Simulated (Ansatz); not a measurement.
# GaSb: the cost of one run

Program: Ansatz 0.2.0. Level of theory: DFT PBE, scalar-relativistic, plane waves, PAW. These are calculated values, not measurements.

The COD entry's cell or inner coordinates are ideal or old and differ from later refinements, so a difference from it is no clean test against experiment.

5 further runs of the same task are left out: 3 that didn't finish, 2 set aside as unsound or not needed.

## (1) The structure to begin with

It takes space group F-43m (No. 216, cubic). Conventional cell: a = 6.214 Å, b = 6.214 Å, c = 6.214 Å, α = 90.00°, β = 90.00°, γ = 90.00°. Ga (site symmetry -43m) has 4 Sb at 2.69 Å as nearest neighbours. Sb (site symmetry -43m) has 4 Ga at 2.69 Å as nearest neighbours.

Structure file:

```cif
data_structure
_symmetry_space_group_name_H-M 'F-43m'
_symmetry_Int_Tables_number 216
_cell_length_a 6.2138
_cell_length_b 6.2138
_cell_length_c 6.2138
_cell_angle_alpha 90.000
_cell_angle_beta 90.000
_cell_angle_gamma 90.000
_cell_volume 239.93
loop_
_atom_site_label
_atom_site_type_symbol
_atom_site_symmetry_multiplicity
_atom_site_Wyckoff_symbol
_atom_site_fract_x
_atom_site_fract_y
_atom_site_fract_z
_atom_site_occupancy
Ga1 Ga 4 a 0.00000 0.00000 0.00000 1
Sb1 Sb 4 c 0.25000 0.25000 0.25000 1
```

It is the result of an earlier relaxation at this level (volume 29.99 Å³/atom; gap on the mesh: none (metal)).

## (2) Zero of energy

The reference gives a free energy of -10267.8407 eV, pressure 0.00 GPa, largest force 0.000 eV/Å and gap on the mesh none (metal). It was computed beforehand with the settings of the runs below.

## (3) Next: a strain scan

The cell is strained by ε times the Voigt pattern (1, 0, 0, 0, 0, 0) (xx, yy, zz, yz, xz, xy; engineering shear), with fractional coordinates fixed (clamped ions). The stress on the pattern is the sum of the stress components weighted by it, tension positive.

## (4) At ε = -0.1000

input.yaml

```yaml
crystal:
  lattice:
    - [0.0, 3.1069206316, 3.1069206316]
    - [2.7962285684, 0.0, 3.1069206316]
    - [2.7962285684, 3.1069206316, 0.0]
  atoms:
    - { symbol: Ga, position: [0.0, 0.0, 0.0] }
    - { symbol: Sb, position: [0.75, 0.75, 0.75] }
basis:
  ecutwfc: 420
kpoints:
  mp_grid: { grid: [16, 16, 16] }
hamiltonian:
  xc: pbe
scf:
  occupations: { method: gaussian, width: 0.15 }
output:
  forces: true
  stress: true
  eigenvalues: true
```

Started as:

```
> ansatz run input.yaml --threads 1 --pin off --max-ram 2560MiB --backend cpu --events-out ev --progress --plain --runs-dir out
```

Q: Estimate wall time and peak memory on 1 thread of Intel Xeon 6975P-C (Granite Rapids), shared host.

About 15 s, with a peak of 0.67 GiB.
